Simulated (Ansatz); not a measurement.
Theory: DFT PBE, scalar-relativistic, plane waves, PAW in Ansatz 0.2.0. Settings: cutoff 420 eV, Γ-centred meshes spaced at most about 0.3 Å⁻¹, and about 0.25 Å⁻¹ or finer for metals (2π included), Gaussian smearing. No spin polarisation in the final relaxations.

All energies are static (0 K, no zero-point motion). All come from trial cells, and lower structures may exist.

Problem. These unrelaxed guesses for MgH₂ are each relaxed within their symmetry. Order them by the energy at which they end, lowest first.
1.

Space group P-3m1 (No. 164). a = 3.449 Å, b = 3.449 Å, c = 5.346 Å, α = 90.00°, β = 90.00°, γ = 120.00°
```
atom  site  symmetry       x       y       z
  Mg    1a      -3m. 0.0000  0.0000  0.0000
   H    2d       3m. 0.3333  0.6667  0.2500
```

2.

Space group P4/mmm (No. 123). a = 4.068 Å, b = 4.068 Å, c = 2.876 Å, α = 90.00°, β = 90.00°, γ = 90.00°
| atom | site | symmetry | x | y | z |
| --- | --- | --- | --- | --- | --- |
| Mg | 1a | 4/mmm | 0.0000 | 0.0000 | 0.0000 |
| H | 2e | mmm. | 0.5000 | 0.0000 | 0.5000 |

Solution. 1 (ends in P-3m1, cadmium iodide type, 0 meV/atom), 2 (ends in P4/mmm, 237 meV/atom).

Weakly bound directions are ill-defined at this level, which has no dispersion term (P-3m1), and this can change margins and order among such cells. With hydrogen, zero-point motion can shift such differences by 10 meV/atom or more. Cells relaxed within their symmetry can be saddle points. The part of the Crystallography Open Database at hand lists MgH2 in space group No. 136, which no cell shown has. Some types were kept out of the candidates beforehand, so the set may lack a known form.
